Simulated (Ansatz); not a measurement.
HfO2 (Pca2_1) from a database of computed structures was relaxed with 3 functionals in Ansatz 0.2.0, cell and atoms free, the symmetry of the start kept (meshes: PBE 6×6×6, r2SCAN 4×4×4, PBEsol 4×4×4). No spin polarisation and no zero-point or thermal motion.

The r2SCAN result:
```xyz
12
Lattice="5.2465 0.0000 0.0000 0.0000 5.0304 0.0000 0.0000 0.0000 5.0593" Properties=species:S:1:pos:R:3 pbc="T T T"
Hf    0.1706    1.3432    1.2197
Hf    2.4527    1.3432    3.7494
Hf    2.7938    3.6872    1.2197
Hf    5.0759    3.6872    3.7494
O     1.9256    0.3522    1.9264
O     0.6976    0.3522    4.4561
O     3.8414    2.3195    2.4848
O     4.0284    2.3195    5.0145
O     1.4052    2.7109    5.0145
O     1.2181    2.7109    2.4848
O     4.5489    4.6782    1.9264
O     3.3209    4.6782    4.4561
```

The symmetry is Pca2_1 (No. 29, orthorhombic); conventional cell a = 5.247 Å, b = 5.030 Å, c = 5.059 Å, 11.13 Å³ an atom. Around Hf lie 7 O at 2.03–2.24 Å; around O lie 3 Hf at 2.03–2.14 Å; around O lie 4 Hf at 2.12–2.24 Å.

Problem. How does the cell change with PBE?

Solution. a = 5.294 Å, b = 5.069 Å, c = 5.101 Å; the volume differs by +2.5 % from r2SCAN's. Hf is surrounded by 7 O at 2.04–2.28 Å; O is surrounded by 3 Hf at 2.04–2.16 Å; O is surrounded by 4 Hf at 2.13–2.28 Å.

Problem. What lattice does PBEsol give?

Solution. a = 5.228 Å, b = 5.017 Å, c = 5.042 Å; the volume differs by -1.0 % from r2SCAN's. Hf has 7 O at 2.03–2.23 Å; O has 3 Hf at 2.03–2.14 Å; O has 4 Hf at 2.12–2.23 Å.
